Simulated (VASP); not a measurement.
# HfB2 (P6/mmm) in VASP: single point with PBE

Aim: the single point of HfB2 with PBE.

Everything below comes from runs of VASP 6.6.1. Logs are shortened: lines on timing, memory, paths and dates and some standing lists are left out, and cuts for length are marked.

### Step 1. The structure

The structure is hexagonal, space group P6/mmm (No. 191). The conventional cell has a = 3.140 Å, b = 3.140 Å, c = 3.480 Å, α = 90.00°, β = 90.00°, γ = 120.00°. Around Hf (site symmetry 6/mmm) lie 12 B at 2.51 Å. B (site symmetry -6m2) has 3 B at 1.81 Å as nearest neighbours.

### Step 2. Single point, PBE

INCAR reads:

```
SYSTEM = HfB2
ALGO = Fast ; EDIFF = 1E-6
ENCUT = 520 ; GGA = PE
ISIF = 2 ; ISMEAR = 0
LASPH = .True. ; LCHARG = .False.
LREAL = .False. ; LWAVE = .False.
NBANDS = 15 ; NELM = 100
PREC = Accurate ; SIGMA = 0.1
```

KPOINTS reads:

```
k-points
0
Gamma
  9 9 7
  0 0 0
```

POSCAR reads:

```
HfB2
1.0
    3.1400000000      0.0000000000      0.0000000000
   -1.5700000000      2.7193197700      0.0000000000
    0.0000000000      0.0000000000      3.4800000000
Hf B
1 2
Direct
    0.0000000000      0.0000000000      0.0000000000
    0.3333333300      0.6666666700      0.5000000000
    0.6666666700      0.3333333300      0.5000000000
```

Potentials or basis: VASP PAW PBE potentials, release 64 (Hf_pv, B).

Started as:

```sh
$ cat potpaw_PBE.64/Hf_pv/POTCAR potpaw_PBE.64/B/POTCAR > POTCAR
$ mpirun -np 1 vasp_std > vasp.out
```

OUTCAR:

```text
SYSTEM = HfB2
   EDIFF = 1E-6
   ENCUT = 520
   GGA = PE
   ISIF = 2
   ISMEAR = 0
   LASPH = .True.
   LREAL = .False.
   NELM = 100
   PREC = Accurate

 ion  position               nearest neighbor table
   1  0.000  0.000  0.000-   2 2.51   3 2.51   2 2.51   3 2.51   3 2.51   3 2.51   2 2.51   2 2.51
                             3 2.51   3 2.51   2 2.51   2 2.51
   2  0.333  0.667  0.500-   3 1.81   3 1.81   3 1.81   1 2.51   1 2.51   1 2.51   1 2.51   1 2.51
                             1 2.51
   3  0.667  0.333  0.500-   2 1.81   2 1.81   2 1.81   1 2.51   1 2.51   1 2.51   1 2.51   1 2.51
                             1 2.51

  LATTYP: Found a hexagonal cell.
 ALAT       =     3.1400000000
 C/A-ratio  =     1.1082802548

  Lattice vectors:

 A1 = (   3.1400000000,   0.0000000000,   0.0000000000)
 A2 = (  -1.5700000000,   2.7193197700,   0.0000000000)
 A3 = (   0.0000000000,   0.0000000000,   3.4800000000)

Analysis of symmetry for initial positions (statically):
=====================================================================
 Subroutine PRICEL returns:
 Original cell was already a primitive cell.

 Routine SETGRP: Setting up the symmetry group for a
 hexagonal supercell.

 Subroutine GETGRP returns: Found 24 space group operations
 (whereof 24 operations were pure point group operations)
 out of a pool of 24 trial point group operations.

The static configuration has the point symmetry D_6h.

Analysis of symmetry for dynamics (positions and initial velocities):
=====================================================================
 Subroutine PRICEL returns:
 Original cell was already a primitive cell.

 Routine SETGRP: Setting up the symmetry group for a
 hexagonal supercell.

 Subroutine GETGRP returns: Found 24 space group operations
 (whereof 24 operations were pure point group operations)
 out of a pool of 24 trial point group operations.

The dynamic configuration has the point symmetry D_6h.

 Subroutine INISYM returns: Found 24 space group operations
 (whereof 24 operations are pure point group operations),
 and found     1 'primitive' translations

----------------------------------------------------------------------------------------

                                     Primitive cell

  volume of cell :      29.7146

  direct lattice vectors                    reciprocal lattice vectors
     3.140000000  0.000000000  0.000000000     0.318471338  0.183869512  0.000000000
    -1.570000000  2.719319770  0.000000000     0.000000000  0.367739025  0.000000000
     0.000000000  0.000000000  3.480000000     0.000000000  0.000000000  0.287356322

  length of vectors
     3.140000000  3.140000002  3.480000000     0.367739025  0.367739025  0.287356322

  position of ions in fractional coordinates (direct lattice)
     0.000000000  0.000000000  0.000000000
     0.333333330  0.666666670  0.500000000
     0.666666670  0.333333330  0.500000000

  ion indices of the primitive-cell ions
   primitive index   ion index
                 1           1
                 2           2
                 3           3

----------------------------------------------------------------------------------------

 KPOINTS: k-points

Automatic generation of k-mesh.
 Grid dimensions read from file:
 generate k-points for:    9    9    7

 Generating k-lattice:

  Cartesian coordinates                     Fractional coordinates (reciprocal lattice)
     0.035385704  0.020429946  0.000000000     0.111111111  0.000000000  0.000000000
     0.000000000  0.040859892  0.000000000     0.000000000  0.111111111  0.000000000
     0.000000000  0.000000000  0.041050903     0.000000000  0.000000000  0.142857143

  Length of vectors
     0.040859892  0.040859892  0.041050903

  Shift w.r.t. Gamma in fractional coordinates (k-lattice)
     0.000000000  0.000000000  0.000000000

 Subroutine IBZKPT returns following result:
 ===========================================

 Found     48 irreducible k-points:

 Following reciprocal coordinates:
            Coordinates               Weight
  0.000000  0.000000  0.000000      1.000000
  0.111111  0.000000  0.000000      6.000000
  0.222222  0.000000  0.000000      6.000000
  0.333333  0.000000  0.000000      6.000000
  0.444444  0.000000  0.000000      6.000000
  0.111111  0.111111  0.000000      6.000000
[... 16 lines left out ...]
  0.333333  0.222222  0.142857     24.000000
  0.333333  0.333333  0.142857      4.000000
 [... further k-points ...]
   k-points           NKPTS =     48   k-points in BZ     NKDIM =     48   number of bands    NBANDS=     15
   number of dos      NEDOS =    301   number of ions     NIONS =      3
   total plane-waves  NPLWV =  16128
   dimension x,y,z NGX =    24 NGY =   24 NGZ =   28
   dimension x,y,z NGXF=    48 NGYF=   48 NGZF=   56
   ions per type =               1   2
   NGX,Y,Z   is equivalent  to a cutoff of  12.71, 12.71, 13.38 a.u.
   NGXF,Y,Z  is equivalent  to a cutoff of  25.41, 25.41, 26.75 a.u.
 SYSTEM =  HfB2
   PREC   = accura    normal or accurate (medium, high low for compatibility)
   ISTART =      0    job   : 0-new  1-cont  2-samecut
   ICHARG =      2    charge: 1-file 2-atom 10-const
   ISPIN  =      1    spin polarized calculation?
   LNONCOLLINEAR =      F non collinear calculations
   LSORBIT =      F    spin-orbit coupling
   LASPH  =      T    aspherical Exc in radial PAW
   ENCUT  =  520.0 eV  38.22 Ry    6.18 a.u.   5.84  5.84  6.47*2*pi/ulx,y,z
   NELM   =    100;   NELMIN=  2; NELMDL= -5     # of ELM steps
   EDIFF  = 0.1E-05   stopping-criterion for ELM
   LREAL  =      F    real-space projection
   EDIFFG = 0.1E-04   stopping-criterion for IOM
   NSW    =      0    number of steps for IOM
   IBRION =     -1    ionic relax: 0-MD 1-quasi-New 2-CG
   NFREE  =      0    steps in history (QN), initial steepest desc. (CG)
   ISIF   =      2    stress and relaxation
   ISYM   =      2    0-nonsym 1-usesym 2-fastsym
   POTIM  = 0.5000    time-step for ionic-motion
   TEBEG  =    0.0;   TEEND  =   0.0 temperature during run
   PSTRESS=    0.0 pullay stress
   NELECT =      16.0000    total number of electrons
   NUPDOWN=      -1.0000    fix difference up-down
   EMIN   =  10.00;   EMAX   =-10.00  energy-range for DOS
   EFERMI =   0.00;   METHOD = LEGACY
   ISMEAR =     0;   SIGMA  =   0.10  broadening in eV -4-tet -1-fermi 0-gaus
   EFERMI_NEDOS =   21; number of points for ismear=-14 and -15
   IALGO  =     68    algorithm
   IMIX   =      4    mixing-type and parameters
     AMIX     =   0.40;   BMIX     =  1.00
     AMIX_MAG =   1.60;   BMIX_MAG =  1.00
  volume/ion in A,a.u.               =       9.90        66.84
  Fermi-wavevector in a.u.,A,eV,Ry     =   1.331860  2.516850 24.134693  1.773850
  Thomas-Fermi vector in A             =   2.460838
   LORBIT       =      0    0 simple, 1 ext, 2 COOP (PROOUT), +10 PAW based schemes
   GGA     = PE    functional components
   LHFCALC =     F    Hartree Fock is set to
   AEXX    =    0.0000 exact exchange contribution
   IVDW    =     0    specifies the selected vdW correction
   LEPSILON=     F    determine dielectric tensor
   LRPA    =     F    only Hartree local field effects (RPA)
 non-spin polarized calculation
 RMM-DIIS sequential band-by-band and
 Gauss-broadening in eV      SIGMA  =   0.10
  energy-cutoff  :      520.00
  volume of cell :       29.71
 maximum number of plane-waves:       816
 NGX is ok and might be reduce to    24
   NGX = 11   NGY = 11   NGZ = 13

 number of electron      15.9999998 magnetization

 Free energy of the ion-electron system (eV)
  ---------------------------------------------------
  ext. energy  EPLUGINS =         0.00000000
  ---------------------------------------------------
  free energy    TOTEN  =       -26.38919021 eV

  energy without entropy =      -26.38708832  energy(sigma->0) =      -26.38813927

 E-fermi :   7.7499     XC(G=0): -12.5964

 val. band max:        7.7109850735   @ k =   0.1111   0.0000   0.4286
 cond. band min:       7.8217944067   @ k =   0.3333   0.2222   0.0000
 fundamental gap:      0.1108093333
 Fermi energy:         7.7499241554

 k-point     1 :       0.0000    0.0000    0.0000
  band No.  band energies     occupation
      1     -22.9621      2.00000
      2     -22.4605      2.00000
      3     -22.4605      2.00000
      4      -6.0849      2.00000
      5       4.6687      2.00000
      6       4.7726      2.00000
      7       4.7726      2.00000
      8       4.8885      2.00000
      9      11.6986      0.00000
     10      11.6986      0.00000
     11      12.3337      0.00000
     12      12.3337      0.00000
     13      12.6591      0.00000
     14      12.6591      0.00000
     15      12.6637      0.00000

 k-point     2 :       0.1111    0.0000    0.0000
  band No.  band energies     occupation
      1     -22.9467      2.00000
      2     -22.5551      2.00000
      3     -22.4815      2.00000
      4      -5.8200      2.00000
      5       4.0508      2.00000
      6       4.6682      2.00000
      7       4.7524      2.00000
      8       4.9273      2.00000
      9      10.8074      0.00000
     10      11.4919      0.00000
     11      11.5169      0.00000
     12      11.9842      0.00000
     13      13.3805      0.00000
     14      13.8324      0.00000
     15      14.2827      0.00000
[... 365 lines left out ...]
      3     -22.8177      2.00000
      4      -1.8960      2.00000
      5      -0.4625      2.00000
      6       1.3673      2.00000
      7       4.2640      2.00000
      8       5.5908      2.00000
      9       9.0554      0.00000
     10      10.5630      0.00000
     11      12.6855      0.00000
     12      14.4429      0.00000
     13      16.3372      0.00000
     14      17.6304      0.00000
     15      18.2995      0.00000

 k-point    24 :       0.3333    0.3333    0.1429
  band No.  band energies     occupation
      1     -22.9858      2.00000
      2     -22.9858      2.00000
      3     -22.8561      2.00000
      4      -0.7948      2.00000
      5      -0.7948      2.00000
      6       0.2740      2.00000
      7       4.8856      2.00000
      8       4.8856      2.00000
      9      10.2090      0.00000
     10      10.2090      0.00000
     11      11.3395      0.00000
     12      16.4819      0.00000
     13      16.4819      0.00000
     14      16.7180      0.00000
     15      19.7808      0.00000

 [... further k-points ...]

------------------------ aborting loop because EDIFF is reached ----------------------------------------

  FORCE on cell =-STRESS in cart. coord.  units (eV):
  Direction    XX          YY          ZZ          XY          YZ          ZX
  --------------------------------------------------------------------------------------
  -------------------------------------------------------------------------------------
  Total        0.2287921      0.2287921      0.1218986      0.0000000      0.0000000     -0.0000000
  in kB       12.3362295     12.3362296      6.5726418      0.0000000      0.0000000     -0.0000000
  external PRESSURE =      10.4150336 kB  Pullay stress =       0.0000000 kB

 VOLUME and BASIS-vectors are now :
 -----------------------------------------------------------------------------
  energy-cutoff  :      520.00
  volume of cell :       29.71
      direct lattice vectors                 reciprocal lattice vectors
     3.140000000  0.000000000  0.000000000     0.318471338  0.183869512  0.000000000
    -1.570000000  2.719319770  0.000000000     0.000000000  0.367739025  0.000000000
     0.000000000  0.000000000  3.480000000     0.000000000  0.000000000  0.287356322

 POSITION                                       TOTAL-FORCE (eV/Angst)
 -----------------------------------------------------------------------------------
      0.00000      0.00000      0.00000        -0.000000     -0.000000      0.000000
     -0.00000      1.81288      1.74000        -0.000000      0.000000      0.000000
      1.57000      0.90644      1.74000         0.000000      0.000000      0.000000
 -----------------------------------------------------------------------------------
    total drift:                                0.000000     -0.000000     -0.000000

  FREE ENERGIE OF THE ION-ELECTRON SYSTEM (eV)
  ---------------------------------------------------
  free  energy   TOTEN  =       -26.3891902115 eV

  energy  without entropy=      -26.3870883227  energy(sigma->0) =      -26.38813927
```

It took 24 s on 1 thread of Intel Xeon Platinum 8259CL at 2.50GHz (Skylake/Cascade Lake), shared host; peak memory 0.15 GiB.

Results:

```yaml
Free_energy: -26.3892 eV
Pressure: 1.0 GPa
Band_gap_on_the_k_mesh: none (metal or under the smearing width)
```
